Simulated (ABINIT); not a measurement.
La:

```
CELL_PARAMETERS angstrom
-2.12383 2.12383 2.12383
2.12383 -2.12383 2.12383
2.12383 2.12383 -2.12383
ATOMIC_POSITIONS crystal
La 0.00000 0.00000 0.00000
```

This isn't the form of La at room conditions, which is double hcp.

| Quantity | Value |
| --- | --- |
| Program | ABINIT 10.8.3 (patched build) |
| Task | single point |
| Functional | PBE |
| Potentials or basis | JTH PAW PBE v2.0 |
| Cutoff | 680 eV |
| k mesh | 9 × 9 × 9 |
| Occupations | fermi-dirac, width 0.05 eV |
| Spin | no spin polarisation |

On this cell: pressure -0.4 GPa; band gap on the k mesh none (metal or under the smearing width).

The same run follows on a disturbed copy (cell strained at random at fixed volume):

```
CELL_PARAMETERS angstrom
-2.10448 2.17934 2.12452
2.13820 -2.12912 2.10803
2.08475 2.10940 -2.07430
ATOMIC_POSITIONS crystal
La 0.98387 0.98284 0.98506
```

Problem. What does the disturbed cell give?

Solution. The energy (extrapolated to zero smearing) moves by -0.2 meV/atom; pressure -0.4 GPa; band gap on the k mesh none (metal or under the smearing width).

Stress tensor (GPa, compression positive):
```
-0.69  0.09 -0.14
 0.09 -0.03 -0.18
-0.14 -0.18 -0.57
```
